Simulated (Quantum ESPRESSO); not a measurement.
# HgSe (F-43m) in Quantum ESPRESSO: band structure with PBE

Aim: the band structure of HgSe with PBE.

All numbers are computed with Quantum ESPRESSO 7.5; they aren't measurements. Logs are shortened: lines on timing, memory, paths and dates and some standing lists are left out, and cuts for length are marked.

### 1 The crystal as given

It takes space group F-43m (No. 216, cubic). The conventional cell has a = 6.078 Å, b = 6.078 Å, c = 6.078 Å, α = 90.00°, β = 90.00°, γ = 90.00°. Hg (site symmetry -43m) is surrounded by 4 Se at 2.63 Å. Around Se (site symmetry -43m) lie 4 Hg at 2.63 Å.

### 2 Band structure, PBE, spin-orbit coupling, no magnetisation

The input, pw.in:

```
&CONTROL
  calculation = 'scf'
  prefix = 'pwscf'
  outdir = './tmp'
  pseudo_dir = './pseudo'
  tprnfor = .true.
  tstress = .true.
  disk_io = 'low'
/
&SYSTEM
  ibrav = 0
  nat = 2
  ntyp = 2
  ecutwfc = 86
  nbnd = 52
  occupations = 'smearing'
  smearing = 'fd'
  degauss = 0.00367493
  noncolin = .true.
  lspinorb = .true.
/
&ELECTRONS
  conv_thr = 4d-10
  electron_maxstep = 120
  mixing_beta = 0.5
/
ATOMIC_SPECIES
Hg   200.5920 Hg.upf
Se    78.9710 Se.upf
CELL_PARAMETERS angstrom
   0.0000000000    3.0390000000    3.0390000000
   3.0390000000    0.0000000000    3.0390000000
   3.0390000000    3.0390000000    0.0000000000
ATOMIC_POSITIONS crystal
Hg     0.0000000000    0.0000000000    0.0000000000
Se     0.7500000000    0.7500000000    0.7500000000
K_POINTS automatic
8 8 8 0 0 0
```

The input, bands.in:

```
&CONTROL
  calculation = 'bands'
  prefix = 'pwscf'
  outdir = './tmp'
  pseudo_dir = './pseudo'
  disk_io = 'low'
  verbosity = 'high'
/
&SYSTEM
  ibrav = 0
  nat = 2
  ntyp = 2
  ecutwfc = 86
  nbnd = 52
  occupations = 'smearing'
  smearing = 'fd'
  degauss = 0.00367493
  noncolin = .true.
  lspinorb = .true.
/
&ELECTRONS
  conv_thr = 1d-08
  electron_maxstep = 120
  mixing_beta = 0.5
  diago_full_acc = .true.
/
ATOMIC_SPECIES
Hg   200.5920 Hg.upf
Se    78.9710 Se.upf
CELL_PARAMETERS angstrom
   0.0000000000    3.0390000000    3.0390000000
   3.0390000000    0.0000000000    3.0390000000
   3.0390000000    3.0390000000    0.0000000000
ATOMIC_POSITIONS crystal
Hg     0.0000000000    0.0000000000    0.0000000000
Se     0.7500000000    0.7500000000    0.7500000000
K_POINTS crystal
60
 0.0000000000  0.0000000000  0.0000000000 1
 0.0625000000  0.0000000000  0.0625000000 1
 0.1250000000  0.0000000000  0.1250000000 1
 0.1875000000  0.0000000000  0.1875000000 1
 0.2500000000  0.0000000000  0.2500000000 1
 0.3125000000  0.0000000000  0.3125000000 1
 0.3750000000  0.0000000000  0.3750000000 1
 0.4375000000  0.0000000000  0.4375000000 1
 0.5000000000  0.0000000000  0.5000000000 1
 0.5000000000  0.0625000000  0.5625000000 1
 0.5000000000  0.1250000000  0.6250000000 1
 0.5000000000  0.1875000000  0.6875000000 1
 0.5000000000  0.2500000000  0.7500000000 1
 0.4375000000  0.3125000000  0.7500000000 1
 0.3750000000  0.3750000000  0.7500000000 1
 0.3375000000  0.3375000000  0.6750000000 1
 0.3000000000  0.3000000000  0.6000000000 1
 0.2625000000  0.2625000000  0.5250000000 1
 0.2250000000  0.2250000000  0.4500000000 1
 0.1875000000  0.1875000000  0.3750000000 1
 0.1500000000  0.1500000000  0.3000000000 1
 0.1125000000  0.1125000000  0.2250000000 1
 0.0750000000  0.0750000000  0.1500000000 1
 0.0375000000  0.0375000000  0.0750000000 1
 0.0000000000  0.0000000000  0.0000000000 1
 0.0625000000  0.0625000000  0.0625000000 1
 0.1250000000  0.1250000000  0.1250000000 1
 0.1875000000  0.1875000000  0.1875000000 1
 0.2500000000  0.2500000000  0.2500000000 1
 0.3125000000  0.3125000000  0.3125000000 1
 0.3750000000  0.3750000000  0.3750000000 1
 0.4375000000  0.4375000000  0.4375000000 1
 0.5000000000  0.5000000000  0.5000000000 1
 0.5250000000  0.4500000000  0.5250000000 1
 0.5500000000  0.4000000000  0.5500000000 1
 0.5750000000  0.3500000000  0.5750000000 1
 0.6000000000  0.3000000000  0.6000000000 1
 0.6250000000  0.2500000000  0.6250000000 1
 0.5833333333  0.2500000000  0.6666666667 1
 0.5416666667  0.2500000000  0.7083333333 1
 0.5000000000  0.2500000000  0.7500000000 1
 0.5000000000  0.2857142857  0.7142857143 1
 0.5000000000  0.3214285714  0.6785714286 1
 0.5000000000  0.3571428571  0.6428571429 1
 0.5000000000  0.3928571429  0.6071428571 1
 0.5000000000  0.4285714286  0.5714285714 1
 0.5000000000  0.4642857143  0.5357142857 1
 0.5000000000  0.5000000000  0.5000000000 1
 0.4821428571  0.4821428571  0.5357142857 1
 0.4642857143  0.4642857143  0.5714285714 1
 0.4464285714  0.4464285714  0.6071428571 1
 0.4285714286  0.4285714286  0.6428571429 1
 0.4107142857  0.4107142857  0.6785714286 1
 0.3928571429  0.3928571429  0.7142857143 1
 0.3750000000  0.3750000000  0.7500000000 1
 0.6250000000  0.2500000000  0.6250000000 1
 0.5937500000  0.1875000000  0.5937500000 1
 0.5625000000  0.1250000000  0.5625000000 1
 0.5312500000  0.0625000000  0.5312500000 1
 0.5000000000  0.0000000000  0.5000000000 1
```

Potentials or basis: PseudoDojo 0.4 FR PBE standard.

Command:

```bash
> OMP_NUM_THREADS=1 pw.x -in pw.in > pw.out
> OMP_NUM_THREADS=1 pw.x -in bands.in > bands.out
```

pw.out:

```text
This program is part of the open-source Quantum ESPRESSO suite
     for quantum simulation of materials; please cite
[... 9 lines left out ...]
     --------------------
     sticks:   dense  smooth     PW     G-vecs:    dense   smooth      PW
     Sum        1555    1555    451                40821    40821    6375

     Using Slab Decomposition

     bravais-lattice index     =            0
     lattice parameter (alat)  =       8.1217  a.u.
     unit-cell volume          =     378.8076 (a.u.)^3
     number of atoms/cell      =            2
     number of atomic types    =            2
     number of electrons       =        36.00
     number of Kohn-Sham states=           52
     kinetic-energy cutoff     =      86.0000  Ry
     charge density cutoff     =     344.0000  Ry
     scf convergence threshold =      4.0E-10
     mixing beta               =       0.5000
     number of iterations used =            8  plain     mixing
     Exchange-correlation= PBE
                           (   1   4   3   4   0   0   0)
     Non magnetic calculation with spin-orbit

     celldm(1)=   8.121656  celldm(2)=   0.000000  celldm(3)=   0.000000
     celldm(4)=   0.000000  celldm(5)=   0.000000  celldm(6)=   0.000000

     crystal axes: (cart. coord. in units of alat)
               a(1) = (   0.000000   0.707107   0.707107 )
               a(2) = (   0.707107   0.000000   0.707107 )
               a(3) = (   0.707107   0.707107   0.000000 )

     reciprocal axes: (cart. coord. in units 2 pi/alat)
               b(1) = ( -0.707107  0.707107  0.707107 )
               b(2) = (  0.707107 -0.707107  0.707107 )
               b(3) = (  0.707107  0.707107 -0.707107 )

     PseudoPot. # 1 for Hg read from file:
     Hg.upf
     Pseudo is Norm-conserving + core correction, Zval = 20.0
     Generated using ONCVPSP code by D. R. Hamann
     Using radial grid of 1246 points, 12 beta functions with:
                l(1) =   0
                l(2) =   0
                l(3) =   1
                l(4) =   1
                l(5) =   1
                l(6) =   1
                l(7) =   2
                l(8) =   2
                l(9) =   2
               l(10) =   2
               l(11) =   3
               l(12) =   3

     PseudoPot. # 2 for Se read from file:
     Se.upf
     Pseudo is Norm-conserving + core correction, Zval = 16.0
     Generated using ONCVPSP code by D. R. Hamann
     Using radial grid of 1214 points, 10 beta functions with:
                l(1) =   0
                l(2) =   0
                l(3) =   1
                l(4) =   1
                l(5) =   1
                l(6) =   1
                l(7) =   2
                l(8) =   2
                l(9) =   2
               l(10) =   2

     atomic species   valence    mass     pseudopotential
     Hg               20.00   200.59200     Hg( 1.00)
     Se               16.00    78.97100     Se( 1.00)

     24 Sym. Ops. (no inversion) found

   Cartesian axes

     site n.     atom                  positions (alat units)
         1        Hg     tau(   1) = (   0.0000000   0.0000000   0.0000000  )
         2        Se     tau(   2) = (   1.0606602   1.0606602   1.0606602  )

     number of k points=    29  Fermi-Dirac smearing, width (Ry)=  0.0037
                       cart. coord. in units 2pi/alat
        k(    1) = (   0.0000000   0.0000000   0.0000000), wk =   0.0019531
        k(    2) = (   0.0883883   0.0883883  -0.0883883), wk =   0.0156250
        k(    3) = (   0.1767767   0.1767767  -0.1767767), wk =   0.0156250
        k(    4) = (   0.2651650   0.2651650  -0.2651650), wk =   0.0156250
        k(    5) = (  -0.3535534  -0.3535534   0.3535534), wk =   0.0078125
        k(    6) = (   0.1767767   0.0000000   0.0000000), wk =   0.0117188
[... 21 lines left out ...]
        k(   28) = (  -0.7071068   0.1767767  -0.0000000), wk =   0.0234375
        k(   29) = (  -0.7071068   0.3535534   0.0000000), wk =   0.0117188

     Dense  grid:    40821 G-vectors     FFT dimensions: (  48,  48,  48)

     Initial potential from superposition of free atoms

     starting charge      35.9999, renormalised to      36.0000
     Starting wfcs are   38 randomized atomic wfcs +   14 random wfcs

     Self-consistent Calculation

     iteration #  1     ecut=    86.00 Ry     beta= 0.50
     Davidson diagonalization with overlap
     ethr =  1.00E-02,  avg # of iterations =  5.4

     Threshold (ethr) on eigenvalues was too large:
     Diagonalizing with lowered threshold

     Davidson diagonalization with overlap
     ethr =  1.86E-04,  avg # of iterations =  3.3

     total energy              =    -576.15995280 Ry
     estimated scf accuracy    <       0.06714239 Ry

     iteration #  2     ecut=    86.00 Ry     beta= 0.50
     Davidson diagonalization with overlap
     ethr =  1.87E-04,  avg # of iterations =  2.1
[... 43 lines left out ...]
     total energy              =    -576.18033169 Ry
     estimated scf accuracy    <          8.3E-10 Ry

     iteration #  9     ecut=    86.00 Ry     beta= 0.50
     Davidson diagonalization with overlap
     ethr =  2.30E-12,  avg # of iterations =  2.0

     End of self-consistent calculation

          k = 0.0000 0.0000 0.0000 (  5029 PWs)   bands (ev):

  -105.2034-105.2034 -67.1957 -67.1957 -48.9324 -48.9324 -48.9324 -48.9324
   -38.9738 -38.9738 -38.9738 -38.9738 -38.0816 -38.0816 -38.0791 -38.0791
   -38.0791 -38.0791  -4.3469  -4.3469   1.2371   1.2371   1.2371   1.2371
     2.5096   2.5096   3.1554   3.1554   3.1554   3.1554   8.2175   8.2175
     9.0001   9.0001   9.2309   9.2309   9.2309   9.2309  13.6125  13.6125
    15.0374  15.0374  15.0374  15.0374  17.6865  17.6865  20.5078  20.5078
    20.5078  20.5078  20.9377  20.9377
[... 183 lines left out ...]
  -105.2034-105.2034 -67.1957 -67.1957 -48.9329 -48.9328 -48.9327 -48.9327
   -38.9740 -38.9740 -38.9739 -38.9739 -38.0815 -38.0814 -38.0792 -38.0792
   -38.0792 -38.0791  -3.7368  -3.7205   1.3665   1.5139   1.5419   1.9365
     2.7934   2.9200   3.2300   3.4142   3.6918   3.7006   3.8706   4.1257
     6.1422   6.3394   7.1986   7.2822  12.0361  12.1115  13.6003  13.6072
    16.8194  16.9948  17.1894  17.2855  17.7035  17.8105  20.5030  20.6110
    22.4442  22.6831  23.3914  23.3951

          k =-0.7071 0.0000 0.0000 (  5104 PWs)   bands (ev):

  -105.2034-105.2034 -67.1957 -67.1957 -48.9329 -48.9329 -48.9326 -48.9326
   -38.9740 -38.9740 -38.9739 -38.9739 -38.0814 -38.0814 -38.0792 -38.0792
   -38.0792 -38.0792  -3.7142  -3.7142   1.3899   1.3899   1.7802   1.7802
     2.7391   2.7391   3.2786   3.2786   3.7013   3.7013   4.1842   4.1842
     6.7971   6.7971   6.8197   6.8197  11.9503  11.9503  12.1208  12.1208
    17.5881  17.5881  18.5009  18.5009  19.2798  19.2798  20.7336  20.7336
    22.0963  22.0963  22.2073  22.2073

          k = 0.3536 0.1768 0.0000 (  5104 PWs)   bands (ev):
[... 51 lines left out ...]
  -105.2034-105.2034 -67.1957 -67.1957 -48.9329 -48.9328 -48.9327 -48.9326
   -38.9740 -38.9740 -38.9739 -38.9738 -38.0815 -38.0814 -38.0792 -38.0792
   -38.0792 -38.0791  -3.7713  -3.7539   1.4006   1.4077   1.5617   1.9034
     2.8370   2.9186   3.2171   3.3494   3.5017   3.5311   4.0832   4.3800
     6.2349   6.3923   7.2923   7.4756  12.2566  12.3648  14.2784  14.4790
    14.7443  15.2833  17.3439  17.5007  17.8458  18.3722  20.1767  20.3054
    22.3694  22.4989  22.9202  23.3641

          k =-0.7071 0.1768-0.0000 (  5090 PWs)   bands (ev):

  -105.2034-105.2034 -67.1957 -67.1957 -48.9329 -48.9329 -48.9327 -48.9327
   -38.9740 -38.9740 -38.9739 -38.9739 -38.0815 -38.0814 -38.0792 -38.0792
   -38.0792 -38.0791  -3.7213  -3.7080   1.3770   1.4788   1.5979   1.9141
     2.7656   2.9212   3.1218   3.4045   3.6507   3.7950   4.0614   4.0918
     6.4649   6.6696   6.7367   6.8247  12.2744  12.3839  12.7484  12.9216
    16.8277  17.0165  17.1790  17.3972  18.9938  19.2068  21.2504  21.4069
    21.7939  21.8586  22.0059  22.2119

          k =-0.7071 0.3536 0.0000 (  5124 PWs)   bands (ev):

  -105.2034-105.2034 -67.1957 -67.1957 -48.9329 -48.9328 -48.9327 -48.9327
   -38.9740 -38.9740 -38.9739 -38.9738 -38.0815 -38.0814 -38.0792 -38.0792
   -38.0792 -38.0791  -3.7246  -3.7057   1.4464   1.4595   1.5366   1.9542
     2.8337   3.1157   3.1158   3.3903   3.5199   3.8928   3.9010   4.0619
     6.2188   6.5042   6.6641   6.8009  12.6700  12.8667  14.2119  14.3163
    14.7278  15.5307  16.5535  16.7060  19.1364  19.3468  21.4914  21.5509
    21.5674  21.7366  21.9979  22.3323

     the Fermi energy is     9.2618 ev

!    total energy              =    -576.18033169 Ry
     estimated scf accuracy    <          1.3E-10 Ry
     smearing contrib. (-TS)   =      -0.00003768 Ry
     internal energy E=F+TS    =    -576.18029400 Ry

     The total energy is F=E-TS. E is the sum of the following terms:
     one-electron contribution =    -342.41833809 Ry
     hartree contribution      =     176.57409533 Ry
     xc contribution           =    -103.79038461 Ry
     ewald contribution        =    -306.54566663 Ry

     convergence has been achieved in   9 iterations

     Forces acting on atoms (cartesian axes, Ry/au):

     atom    1 type  1   force =     0.00000000    0.00000000   -0.00000000
     atom    2 type  2   force =    -0.00000000    0.00000000   -0.00000000

     Total force =     0.000000     Total SCF correction =     0.000000

     Computing stress (Cartesian axis) and pressure

          total   stress  (Ry/bohr**3)                   (kbar)     P=       41.38
   0.00028132  -0.00000000  -0.00000000           41.38       -0.00       -0.00
  -0.00000000   0.00028132  -0.00000000           -0.00       41.38       -0.00
  -0.00000000  -0.00000000   0.00028132           -0.00       -0.00       41.38

=------------------------------------------------------------------------------=
   JOB DONE.
=------------------------------------------------------------------------------=
```

Wall time 7.6 min (1 thread of Intel Xeon Platinum 8488C (Sapphire Rapids), shared host); peak memory 0.56 GiB.

What came out:

```
Free energy            : -7839.3328 eV
Pressure               : 4.1 GPa
Band gap on the k mesh : none (metal or under the smearing width)
```

Levels at the corners of the path, in eV from the Fermi level:
```tsv
point	band 32	band 33	band 34	band 35	band 36	band 37	band 38	band 39	band 40	band 41
Γ	-1.04	-0.26	-0.26	-0.03	-0.03	-0.03	-0.03	4.35	4.35	5.78
X	-5.08	-2.46	-2.46	-2.44	-2.44	2.69	2.69	2.86	2.86	8.33
W	-5.20	-3.04	-2.76	-2.60	-2.46	3.41	3.60	4.95	5.05	5.47
K	-5.14	-3.12	-2.92	-2.06	-1.98	2.77	2.85	4.34	4.35	7.56
Γ	-1.04	-0.26	-0.26	-0.03	-0.03	-0.03	-0.03	4.35	4.35	5.78
L	-5.56	-1.20	-1.20	-1.01	-1.01	0.99	0.99	5.74	5.74	6.38
U	-5.14	-3.12	-2.92	-2.06	-1.98	2.77	2.85	4.34	4.35	7.56
W	-5.20	-3.04	-2.76	-2.60	-2.46	3.41	3.60	4.95	5.05	5.47
L	-5.56	-1.20	-1.20	-1.01	-1.01	0.99	0.99	5.74	5.74	6.38
K	-5.14	-3.12	-2.92	-2.06	-1.98	2.77	2.85	4.34	4.35	7.56
U	-5.14	-3.12	-2.92	-2.06	-1.98	2.77	2.85	4.34	4.35	7.56
X	-5.08	-2.46	-2.46	-2.44	-2.44	2.69	2.69	2.86	2.86	8.33
```
